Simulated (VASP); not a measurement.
Output of a VASP run:

OSZICAR:
```
       N       E                     dE             d eps       ncg     rms          rms(c)
DAV:   1     0.260602875647E+03    0.26060E+03   -0.16955E+04   928   0.203E+03
DAV:   2    -0.685370048696E+01   -0.26746E+03   -0.26171E+03  1200   0.441E+02
DAV:   3    -0.181567212585E+02   -0.11303E+02   -0.11294E+02  1032   0.102E+02
DAV:   4    -0.186357105116E+02   -0.47899E+00   -0.47883E+00  1624   0.150E+01
DAV:   5    -0.186383409296E+02   -0.26304E-02   -0.26304E-02  1024   0.122E+00    0.798E+00
DAV:   6    -0.173133761883E+02    0.13250E+01   -0.71724E+00   960   0.191E+01    0.312E+00
DAV:   7    -0.173164349736E+02   -0.30588E-02   -0.19180E-01  1240   0.401E+00    0.167E+00
DAV:   8    -0.173336969991E+02   -0.17262E-01   -0.34815E-02  1176   0.236E+00    0.198E-01
DAV:   9    -0.173380272365E+02   -0.43302E-02   -0.77664E-03  1216   0.711E-01    0.135E-01
DAV:  10    -0.173389342495E+02   -0.90701E-03   -0.14044E-03  1112   0.285E-01    0.355E-02
DAV:  11    -0.173389458063E+02   -0.11557E-04   -0.10684E-04  1296   0.969E-02    0.161E-02
DAV:  12    -0.173389531426E+02   -0.73363E-05   -0.22828E-05  1144   0.471E-02    0.309E-03
DAV:  13    -0.173389535687E+02   -0.42610E-06   -0.37933E-06  1232   0.163E-02
   1 F= -.17338954E+02 E0= -.17338954E+02  d E =-.268737E-17
```

### OUTCAR
```
------------------------ aborting loop because EDIFF is reached ----------------------------------------
  FORCE on cell =-STRESS in cart. coord.  units (eV):
  Direction    XX          YY          ZZ          XY          YZ          ZX
  --------------------------------------------------------------------------------------
  Total        0.6512378      0.6512378      0.6512378      0.0000000      0.0000000      0.0000000
  in kB       25.6408401     25.6408401     25.6408401      0.0000000      0.0000000      0.0000000
  external PRESSURE =      25.6408401 kB  Pullay stress =       0.0000000 kB
  volume of cell :       40.69
      direct lattice vectors                 reciprocal lattice vectors
     0.000000000  2.730000000  2.730000000    -0.183150183  0.183150183  0.183150183
     2.730000000  0.000000000  2.730000000     0.183150183 -0.183150183  0.183150183
     2.730000000  2.730000000  0.000000000     0.183150183  0.183150183 -0.183150183
 POSITION                                       TOTAL-FORCE (eV/Angst)
 -----------------------------------------------------------------------------------
      0.00000      0.00000      0.00000        -0.000000     -0.000000     -0.000000
      1.36500      1.36500      1.36500        -0.000000     -0.000000     -0.000000
      4.09500      4.09500      4.09500         0.000000      0.000000      0.000000
 -----------------------------------------------------------------------------------
    total drift:                                0.000000      0.000000      0.000000
  FREE ENERGIE OF THE ION-ELECTRON SYSTEM (eV)
  ---------------------------------------------------
  free  energy   TOTEN  =       -17.3389535687 eV

  energy  without entropy=      -17.3389535687  energy(sigma->0) =      -17.33895357
```
(Selected blocks of OUTCAR.)

### POSCAR
```
CaF2
1
    0.0000000000     2.7300000000     2.7300000000
    2.7300000000     0.0000000000     2.7300000000
    2.7300000000     2.7300000000     0.0000000000
Ca F
1 2
Direct
  0.0000000000   0.0000000000   0.0000000000
  0.2500000000   0.2500000000   0.2500000000
  0.7500000000   0.7500000000   0.7500000000
```

Q: Reconstruct the remaining input files.

A: This is not unique; one that fits is the input of the run itself, PBE GGA, plane waves, VASP's PBE PAW potentials (set 64).

**INCAR**
```
SYSTEM = CaF2
PREC = Accurate
ENCUT = 750
EDIFF = 1E-6
NELM = 100
ALGO = Normal
LREAL = .FALSE.
LASPH = .TRUE.
ISMEAR = 0
SIGMA = 0.05
GGA = PE
LWAVE = .FALSE.
LCHARG = .FALSE.
ISIF = 2
```

KPOINTS:
```
Regular mesh
0
G
  8 8 8
0 0 0
```

POTCAR, in this order: Ca_sv F (PBE.64 set). Program: vasp_std.

The compound is CaF2 in the fluorite structure. The cell was not relaxed at this level. The run is one of a series of settings (ENCUT = 750 against the base run), some of them coarse on purpose.
